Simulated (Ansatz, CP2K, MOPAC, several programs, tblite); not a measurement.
Energy against volume for SiO₂ (anatase), at fixed shape and fractional coordinates, computed by several methods (PBE and r2SCAN, where shown, with plane waves in Ansatz); the cell shown is that of r2SCAN. With free coordinates or axes held, a curve is too stiff, and on another method's shape its minimum isn't the method's own volume. It is tetragonal, I4_1/amd (No. 141); a = 3.490 Å, c = 8.406 Å in the conventional setting, 8.53 Å³ an atom. Si has 6 O at 1.76–1.78 Å; O has 3 Si at 1.76–1.78 Å. Computed, not measured; no magnetism was allowed, and whether the structure is a known phase isn't checked. Energies count from each curve's lowest point; fits are third-order Birch-Murnaghan.

```yaml
crystal:
  lattice:
    - [-1.74489, 1.74489, 4.20308]
    - [1.74489, -1.74489, 4.20308]
    - [1.74489, 1.74489, -4.20308]
  atoms:
    - { symbol: Si, position: [0.75000, 0.25000, 0.50000] }
    - { symbol: Si, position: [0.00000, 0.00000, 0.00000] }
    - { symbol: O, position: [0.54095, 0.04095, 0.50000] }
    - { symbol: O, position: [0.79095, 0.79095, 0.00000] }
    - { symbol: O, position: [0.20905, 0.20905, 0.00000] }
    - { symbol: O, position: [0.95905, 0.45905, 0.50000] }
```

PM7 (MOPAC), on the shape of the cell shown, as a cluster of 108 atoms at the zone centre:

| V (Å³/atom) | E (meV/atom) |
| --- | --- |
| 7.507 | 293.84 |
| 8.019 | 83.31 |
| 8.531 | 0.00 |
| 9.043 | 7.02 |
| 9.555 | 81.36 |

V₀ = 8.73 Å³ an atom and B₀ = 427 GPa.

GFN1-xTB (tblite), on the shape of the cell shown, as a cluster of 108 atoms at the zone centre:
```
V (Å³/atom)  E (meV/atom)
      7.507        439.47
      8.019        210.40
      8.531         76.08
      9.043         11.63
      9.555          0.00
```
The lowest point is an end point, so the minimum isn't bracketed.

PBE, on the shape of its own relaxed cell:

| V (Å³/atom) | E (meV/atom) |
| --- | --- |
| 8.301 | 29.62 |
| 8.566 | 7.02 |
| 8.831 | 0.00 |
| 9.096 | 6.24 |
| 9.361 | 23.94 |

V₀ = 8.83 Å³ an atom and B₀ = 268 GPa.

Task: PBE/DZVP (CP2K), on the shape of the cell shown, gives
```csv
V (Å³/atom),E (meV/atom)
7.507,201.53
8.019,62.91
8.531,2.48
9.043,0.00
9.555,40.38
```
What equilibrium volume and bulk modulus follow?

Result: V₀ = 8.81 Å³ an atom and B₀ = 263 GPa.

PBE/SZV (CP2K), on the shape of the cell shown:
```csv
V (Å³/atom),E (meV/atom)
7.507,753.88
8.019,441.36
8.531,226.27
9.043,85.05
9.555,0.00
```
The lowest point is an end point, so the minimum isn't bracketed.
